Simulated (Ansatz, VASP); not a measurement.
**MgO: VASP beside Ansatz**

File INCAR:

```
SYSTEM = MgO
ALGO = Normal ; EDIFF = 1E-6
ENCUT = 520 ; GGA = PS
ISIF = 2 ; ISMEAR = 0
LASPH = .TRUE. ; LCHARG = .FALSE.
LREAL = .FALSE. ; LWAVE = .FALSE.
NBANDS = 11 ; NELM = 100
PREC = Accurate ; SIGMA = 0.05
```

KPOINTS

```
k-points
0
G
  14 14 14
  0 0 0
```

The input POSCAR:

```
MgO
1.0
    2.4029724776      0.0000000000      0.0000000000
    0.0000000000      2.4029724776      0.0000000000
    0.0000000000      0.0000000000      2.4029724776
Mg O
1 1
Direct
    0.0000000000      0.0000000000      0.0000000000
    0.5000000000      0.5000000000      0.5000000000
```

Input for Ansatz:

```yaml
crystal:
  lattice:
    - [2.4029724776, 0.0, 0.0]
    - [0.0, 2.4029724776, 0.0]
    - [0.0, 0.0, 2.4029724776]
  atoms:
    - { symbol: Mg, position: [0.0, 0.0, 0.0] }
    - { symbol: O, position: [0.5, 0.5, 0.5] }
basis:
  ecutwfc: 420
  ecutrho_ratio: 4
kpoints:
  mp_grid: { grid: [14, 14, 14] }
hamiltonian:
  xc: pbesol
scf:
  occupations: { method: gaussian, width: 0.05 }
output:
  forces: true
  stress: true
  eigenvalues: true
```

Alike in both runs: task single point; functional PBEsol; k mesh 14 × 14 × 14; occupations gaussian, width 0.05 eV; no spin polarisation.

```csv
,VASP,Ansatz
version,VASP 6.6.1,Ansatz 0.2.0
potentials or method,"VASP PAW PBE potentials, release 64 (Mg, O)","scalar-relativistic, plane waves, PAW"
plane-wave cutoff (eV),520,420
valence electrons in the cell,8,16
```

Ansatz gave:

- gap on the k mesh at the Fermi level (eV): 5.52
- least direct gap on the mesh (eV): 5.81

Question: Estimate VASP's values.

Answer: gap on the k mesh at the Fermi level (eV): 5.55; least direct gap on the mesh (eV): 5.81.

The two sets of potentials don't hold the same shells in valence.

 A k mesh can miss the band edges. A hybrid or GW would open this gap; PBEsol tends to underestimate it.
